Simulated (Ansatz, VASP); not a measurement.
# One calculation of GaAs, two programs

```
CELL_PARAMETERS angstrom
0.00000 2.82685 2.82685
2.82685 0.00000 2.82685
2.82685 2.82685 0.00000
ATOMIC_POSITIONS crystal
As 0.75000 0.75000 0.75000
Ga 0.00000 0.00000 0.00000
```

Alike in both runs: task relaxation of cell and atoms; functional revPBE; dispersion D4; k mesh 8 × 8 × 8; occupations fermi-dirac, width 0.05 eV; no spin polarisation.

```csv
,VASP,Ansatz
version,VASP 6.6.1,Ansatz 0.2.0
potentials or method,"VASP PAW PBE potentials, release 64 (As, Ga_d)",Ansatz PAW
plane-wave cutoff (eV),600,420
valence electrons in the cell,18,28
```

```tsv
	VASP	Ansatz	Ansatz less VASP
gap on the k mesh at the Fermi level, each at its own relaxed structure (eV)	0.66	0.67	+0.010
relaxed volume (Å³/atom)	22.44	22.39	-0.048
relaxed cell length with the largest relative difference (Å)	3.989	3.986	-0.0028
```

The two sets of potentials don't hold the same shells in valence.

Caveats: the PAW data sets were made with another functional, which shifts forces and pressure a little (VASP); the plane-wave basis is chosen anew once the cell has moved, so the energies of steps on either side of that aren't comparable (Ansatz); the PAW data sets come from PBE, with cores solved anew for the run's functional, which leaves a small shift of forces and pressure (Ansatz). Expect the measured gap to be larger: semilocal functionals such as revPBE lack the derivative discontinuity. A k mesh can miss the band edges.
